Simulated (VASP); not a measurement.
**Y: relaxation of cell and atoms with PBE**

Y:

```
Y
1.0
    -2.02113    2.02113    2.02113
     2.02113   -2.02113    2.02113
     2.02113    2.02113   -2.02113
Y
1
Direct
  0.00000 0.00000 0.00000
```

The cell was built by a generator and needn't be a form met in nature.

```
Program                : VASP 6.6.1
Task                   : relaxation of cell and atoms
Functional             : PBE
Potentials or basis    : VASP PAW PBE potentials, release 64 (Y_sv)
Cutoff                 : 600 eV
k mesh                 : 6 × 6 × 6
Occupations            : gaussian, width 0.1 eV
Spin                   : no spin polarisation
Dipole correction      : no
Further INCAR settings : ALGO = Normal; EDIFF = 1e-07; IBRION = 2; EDIFFG = -0.04; NSW = 90; ISIF = 3
```

```yaml
Pressure_after_relaxing: 0.1 GPa
Band_gap_on_the_k_mesh: none (metal or under the smearing width)
```

Final structure:
```
CELL_PARAMETERS angstrom
-2.02113 2.02113 2.02113
2.02113 -2.02113 2.02113
2.02113 2.02113 -2.02113
ATOMIC_POSITIONS crystal
Y 0.00000 0.00000 0.00000
```

Levels at points of the mesh, in eV from the Fermi level:
```tsv
k point	band 1	band 2	band 3	band 4	band 5	band 6	band 7	band 8	band 9
(0.00, 0.00, 0.00)	-42.90	-22.60	-22.60	-22.60	-4.84	1.63	1.63	1.63	3.53
(0.50, 0.00, 0.00)	-42.83	-23.14	-22.77	-22.60	-2.01	0.15	0.69	3.46	4.10
(0.50, 0.50, 0.50)	-42.79	-22.98	-22.98	-22.98	-1.47	-1.47	5.21	5.21	5.21
```

It used 6.6 s of CPU time on 1 thread of AMD EPYC 9R14 (Zen 4) (shared host), which was overloaded at the time.

Caveat: the k mesh is coarse (spacing up to 0.37 Å⁻¹), so the values aren't converged; the relaxation stopped at its first step, so nothing moved.
